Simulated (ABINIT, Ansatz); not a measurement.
## The band gap of Na2S, sorted by core time

```
S Na
1.0
     0.00000    3.27350    3.27350
     3.27350    0.00000    3.27350
     3.27350    3.27350    0.00000
S Na
1 2
Direct
  0.00000 0.00000 0.00000
  0.75000 0.75000 0.75000
  0.25000 0.25000 0.25000
```

| rung | level | program and potentials | cutoff (eV) | k mesh | task | core time | chip | band gap (eV) | notes |
| --- | --- | --- | --- | --- | --- | --- | --- | --- | --- |
| LDA | LDA | Ansatz, Ansatz PAW | 420 | 8 × 8 × 8 | band structure | 1.5 s | AMD EPYC 7R13 Zen 3 | 2.24 | potentials made for PBE, which Ansatz adapts in part |
| GGA | PBEsol | Ansatz, Ansatz PAW | 420 | 8 × 8 × 8 | band structure | 1.6 s | AMD EPYC 7R13 Zen 3 | 2.36 | potentials made for PBE, which Ansatz adapts in part |
| meta-GGA | r2SCAN | Ansatz, Ansatz PAW | 500 | 8 × 8 × 8 | band structure | 4 s | AMD EPYC 7R13 Zen 3 | 3.03 | potentials made for PBE, which Ansatz adapts in part |
| G0W0 | G0W0 on PBE | Ansatz, Ansatz PAW | 420 | 4 × 4 × 4 | G0W0 quasiparticle levels | 7.7 s | AMD EPYC 7R13 Zen 3 | 4.15 | bands, basis or mesh of the many-body step not converged; response cutoff 220 eV, empty bands 519 |
| hybrid | HSE06 form with a chosen share of exact exchange | Ansatz, Ansatz PAW | 420 | 4 × 4 × 4 | single point | 19 s | Intel Xeon Platinum 8259CL Skylake/Cascade Lake | 3.78 | coarse mesh; potentials made for PBE, which Ansatz adapts in part |
| G0W0 | G0W0 on HSE06 | Ansatz, Ansatz PAW | 420 | 4 × 4 × 4 | G0W0 quasiparticle levels | 23 s | AMD EPYC 7R13 Zen 3 | 4.67 | bands, basis or mesh of the many-body step not converged; potentials made for PBE, which Ansatz adapts in part; response cutoff 120 eV, empty bands 209 |
| hybrid | PBE0 | Ansatz, Ansatz PAW | 420 | 6 × 6 × 6 | band structure | 29 s | AMD EPYC 7R13 Zen 3 | 4.13 | potentials made for PBE, which Ansatz adapts in part |
| GGA | PBE | ABINIT, JTH PAW PBE v2.0 | 1088 | 7 × 7 × 7 | band structure | 3.7 min | AMD EPYC 7R43 Zen 3 | 2.46 | - |

Times are single runs on shared hosts and different chips, so they are rough; meshes, cutoffs and the tasks' sizes weigh on the time. All rows: no spin polarisation. Gaps are the least found on the k mesh or the band path, and a mesh can miss the band edges. The cell comes from a database and isn't always the measured one. Meshes differ between rows, which moves values too. All levels ran on this one cell, unrelaxed unless noted. Meshes are those of the run's cell of 3 atoms unless a note names another. Runs on faulty files, with rough fits or with known faults for this quantity aren't shown. No row holds spin-orbit coupling.

By rung: LDA 2.24; GGA 2.36 to 2.46; meta-GGA 3.03; hybrid 4.13; hybrid on coarse meshes 3.78; G0W0 on coarse settings 4.15 to 4.67 (eV).
